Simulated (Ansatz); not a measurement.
Crystal: Si2W.

```
CELL_PARAMETERS angstrom
4.61685 0.00000 0.00000
-2.30843 3.99831 0.00000
0.00000 0.00000 6.65322
ATOMIC_POSITIONS crystal
W 0.50000 0.00000 0.50000
W 0.50000 0.50000 0.83333
W 0.00000 0.50000 0.16667
Si 0.32725 0.16363 0.16667
Si 0.83637 0.16363 0.83333
Si 0.16363 0.32725 0.50000
Si 0.67275 0.83637 0.16667
Si 0.16363 0.83637 0.83333
Si 0.83637 0.67275 0.50000
```

Measurements of this composition are mostly on another form, of space group No. 139.

- Program: Ansatz 0.2.0
- Task: relaxation of cell and atoms
- Functional: r2SCAN
- Potentials or basis: Ansatz PAW
- Cutoff: 500 eV (not typed: the program's choice for these potentials)
- k mesh: 7 × 7 × 4
- Occupations: fermi-dirac, width 0.05 eV
- Spin: no spin polarisation

At the start: volume 13.65 Å³/atom.

**Question.** How do energy, volume and symmetry change on relaxing?

**Answer.** It ends after 5 steps and the volume is 13.34 Å³/atom (-2.3 %); space group P6_222 (No. 180, to 0.05 Å).

The path:
| step | energy change (eV) | largest force (eV/Å) | volume (Å³) |
| --- | --- | --- | --- |
| 1 | 0.0000 | 0.0036 | 122.82 |
| 2 | -0.0349 | 0.0665 | 118.73 |
| 3 | -0.0461 | 0.0093 | 120.10 |
| 4 | -0.0461 | 0.0026 | 120.05 |
| 5 | -0.0455 | 0.0026 | 120.05 |

Final structure:
```
CELL_PARAMETERS angstrom
4.58003 0.00000 0.00000
-2.29002 3.96642 0.00000
0.00000 0.00000 6.60830
ATOMIC_POSITIONS crystal
W 0.50000 0.00000 0.50000
W 0.50000 0.50000 0.83333
W 0.00000 0.50000 0.16667
Si 0.32717 0.16359 0.16667
Si 0.83641 0.16359 0.83333
Si 0.16359 0.32717 0.50000
Si 0.67283 0.83641 0.16667
Si 0.16359 0.83641 0.83333
Si 0.83641 0.67283 0.50000
```

Caveat: the plane-wave basis is chosen anew once the cell has moved, so the energies of steps on either side of that aren't comparable; the PAW data sets come from PBE, with cores solved anew for the run's functional, which leaves a small shift of forces and pressure.
